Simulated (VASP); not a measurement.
Input of a VASP 6.6.1 run:

INCAR

```
SYSTEM = InAs
ALGO     = Fast           ! electronic algorithm
EDIFF    = 1E-6           ! SCF threshold, eV
ENCUT    = 520            ! plane-wave cutoff, eV
GGA      = PE             ! functional
ISIF     = 2              ! what is computed and relaxed
ISMEAR   = 0              ! smearing method
LASPH    = .True.         ! aspherical terms in the spheres
LCHARG   = .False.        ! write CHGCAR
LREAL    = .False.        ! projectors in reciprocal space
LWAVE    = .False.        ! write WAVECAR
NBANDS   = 16             ! bands
NELM     = 100            ! most SCF steps
PREC     = Accurate       ! precision mode
SIGMA    = 0.15           ! smearing width, eV
```

Contents of KPOINTS:

```
k-points
0
Gamma
  18 18 18
  0 0 0
```

The input POSCAR:

```
InAs
1.0
    0.0000000000      2.7315175793      2.8752816624
    2.7315175793      0.0000000000      2.8752816624
    2.7315175793      2.7315175793      0.0000000000
In As
1 1
Direct
    0.5000000000      0.5000000000      0.5000000000
    0.0000000000      0.0000000000      0.0000000000
```

Potentials or basis: VASP PAW PBE potentials, release 64 (In_d, As).

Launch:

```bash
$ cat potpaw_PBE.64/In_d/POTCAR potpaw_PBE.64/As/POTCAR > POTCAR
$ mpirun -np 1 vasp_std > vasp.out
```

Q: Predict the band gap on the k mesh.

A: None (metal or under the smearing width).

Q: Estimate the pressure.

A: 8.9 GPa.

Stress tensor (GPa, compression positive):
```
11.35  0.00  0.00
 0.00 11.35  0.00
 0.00  0.00  4.09
```
